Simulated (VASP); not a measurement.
Write the native input for VASP 6.6.1 that does the following.

| Quantity | Value |
| --- | --- |
| Task | single point |
| Functional | PBE |
| Dispersion | D3(BJ) |
| Potentials or basis | VASP PAW PBE potentials, release 64 (S, Mo_sv) |
| Cutoff | 520 eV |
| k mesh | 12 × 12 × 1 |
| Occupations | gaussian, width 0.01 eV |
| Spin | no spin polarisation |
| Dipole correction | no |
| Further INCAR settings | ALGO = Fast; EDIFF = 1e-06; NBANDS = 64 |

The structure of MoS2 lies in POSCAR:

```
MoS2
1.0
    3.1600000000      0.0000000000      0.0000000000
   -1.5800000000      2.7366402760      0.0000000000
    0.0000000000      0.0000000000     36.5700000000
S Mo
8 4
Direct
    0.3333333333      0.6666666667      0.2050861362
    0.3333333333      0.6666666667      0.2904019688
    0.6666666667      0.3333333333      0.3732567678
    0.6666666667      0.3333333333      0.4585726005
    0.3333333333      0.6666666667      0.5414273995
    0.3333333333      0.6666666667      0.6267432322
    0.6666666667      0.3333333333      0.7095980312
    0.6666666667      0.3333333333      0.7949138638
    0.6666666667      0.3333333333      0.2477440525
    0.3333333333      0.6666666667      0.4159146842
    0.6666666667      0.3333333333      0.5840853158
    0.3333333333      0.6666666667      0.7522559475
```

The cell was built by a generator and needn't be a form met in nature.

The input as run:

INCAR

```
  PREC = Accurate
  ENCUT = 520
  EDIFF = 1E-6
  ISMEAR = 0
  SIGMA = 0.01
  LREAL = F
  LASPH = T
  NELM = 100
  ALGO = Fast
  ISIF = 2
  LWAVE = F
  LCHARG = F
  GGA = PE
  IVDW = 12
  NBANDS = 64
```

KPOINTS

```
regular mesh
0
Gamma
  12 12 1
```

Potentials or basis: VASP PAW PBE potentials, release 64 (S, Mo_sv).

Run with:

```console
$ cat potpaw_PBE.64/S/POTCAR potpaw_PBE.64/Mo_sv/POTCAR > POTCAR
$ mpirun -np 1 vasp_std > vasp.out
```

It gave:

```yaml
Largest_force: 0.092 eV/Å
Band_gap_on_the_k_mesh: 1.02 eV, indirect (least direct gap 1.69 eV)
Dispersion_energy_per_atom: -0.399 eV
```

It took 6.3 min on 1 thread of Intel(R) Xeon(R) 6975P-C (Granite Rapids), on a shared host, peak memory 0.54 GiB.
